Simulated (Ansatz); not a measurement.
# LiCl(001): from terraces to steps

Computed with Ansatz, DFT PBE, scalar-relativistic, plane waves, PAW.

Cutoff 420 eV, Γ-centred meshes of like density (2×6×1 for the 36-atom cell), Gaussian smearing of 0.05 eV, energies at zero smearing and 0 K, each start's symmetry kept, no spin polarisation.

A (001) slab of relaxed bulk LiCl (Fm-3m, 17.08 Å³/atom, gap on the mesh 6.26 eV), 3 planes in a 3×1 cell with the lowest 1 held; added atoms sit on lattice sites of the next plane. A dipole correction is on. The surface energy is the mean of the held and the free face; step energies are per length and the mean of the stripe's two steps, which run along the cube edge; step and island energies count from the flat slab and bulk atoms.

The flat slab gives a surface energy of 0.14 J/m² (8.9 meV/Å²); planes follow at h = 2.58 Å, and an atom takes 6.63 Å² of its plane.

Task: Estimate the step energy β from the surface energy and compare with the stripes.

Result: A step opens a strip of height h, so a first guess is γh = 8.9 × 2.58 = 23 meV/Å. Computed: 27 meV/Å for the stripe 1 surface cells wide, 34 meV/Å for the stripe 1.5 surface cells wide, 1.19 and 1.48 of the guess. The step costs more than a strip of this face: its edge exposes atoms with fewer neighbours than the terrace, or a less stable or polar facet. The two widths differ by 7 meV/Å (before rounding), from step–step interaction and confinement in so narrow a cell. A vicinal face tilted by θ holds tan θ/h steps per length, so its energy per terrace area is γ + (β/h) tan θ for far-apart steps, with β/h = 0.21 J/m² from the wider stripe and 0.17 from the narrower, so β isn't converged with width.

Slabs of three or four planes are thin, so both faces still feel each other.

Cost: 3 runs of about 61 core-minutes in all, on Arm Neoverse V2 (shared hosts).